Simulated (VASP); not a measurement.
Input of a VASP 6.6.1 run:

The input INCAR:

```
ALGO = Normal
EDIFF = 1E-7
ENCUT = 520
GGA = PE
ISIF = 2
ISMEAR = -1
LASPH = True
LCHARG = True
LELF = True
LREAL = False
LVHAR = True
LWAVE = False
NBANDS = 12
NELM = 100
PREC = Accurate
SIGMA = 0.05
```

File KPOINTS:

```
k-points
0
Gamma
  10 10 10
```

POSCAR

```
Cd
1.0
   -1.8139690000      1.8156100000      1.8212240000
    1.8009050000     -1.8130460000      1.8055960000
    1.7330670000      1.7321430000     -1.8186600000
Cd
1
Direct
   -0.0030060000     -0.0150370000      0.0151120000
```

Potentials or basis: VASP PAW PBE potentials, release 64 (Cd).

Command:

```sh
$ cat potpaw_PBE.64/Cd/POTCAR > POTCAR
$ mpirun -np 1 vasp_std > vasp.out
```

(1) What does it give for the band gap on the k mesh?

(2) What does it give for the pressure?

Results:

(1) none (metal or under the smearing width).

(2) 1.4 GPa.
